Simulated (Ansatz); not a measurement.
Crystal: SnSe2.

```
CELL_PARAMETERS angstrom
3.81100 0.00000 0.00000
-1.90550 3.30042 0.00000
0.00000 0.00000 6.13600
ATOMIC_POSITIONS crystal
Sn 0.00000 0.00000 0.00000
Se 0.66667 0.33333 0.75100
Se 0.33333 0.66667 0.24900
```

```yaml
Program: Ansatz 0.2.0
Task: relaxation of cell and atoms
Functional: PBEsol
Potentials_or_basis: Ansatz PAW
Cutoff: "420 eV (not typed: the program's choice for these potentials)"
k_mesh: 8 × 8 × 5
Occupations: fermi-dirac, width 0.05 eV
Spin: no spin polarisation
```

At the start: volume 25.73 Å³/atom.

**Question.** How do energy, volume and symmetry change on relaxing?

**Answer.** It ends after 4 steps and the volume is 25.89 Å³/atom (+0.6 %); space group P-3m1 (No. 164, to 0.05 Å).

The path:
| step | energy change (eV) | largest force (eV/Å) | volume (Å³) |
| --- | --- | --- | --- |
| 1 | 0.0000 | 0.5999 | 77.18 |
| 2 | -0.0347 | 0.0977 | 77.56 |
| 3 | -0.0358 | 0.0008 | 77.67 |
| 4 | -0.0359 | 0.0007 | 77.67 |

Final structure:
```
Sn Se
1.0
     3.81993    0.00000    0.00000
    -1.90996    3.30815    0.00000
     0.00000    0.00000    6.14626
Sn Se
1 2
Direct
  0.00000 0.00000 0.00000
  0.66667 0.33333 0.74206
  0.33333 0.66667 0.25794
```

Caveat: the plane-wave basis is chosen anew once the cell has moved, so the energies of steps on either side of that aren't comparable; this functional lacks dispersion, which binds the layers, so the pressure and a relaxed spacing across them are unreliable; the PAW data sets come from PBE, with cores solved anew for the run's functional, which leaves a small shift of forces and pressure.
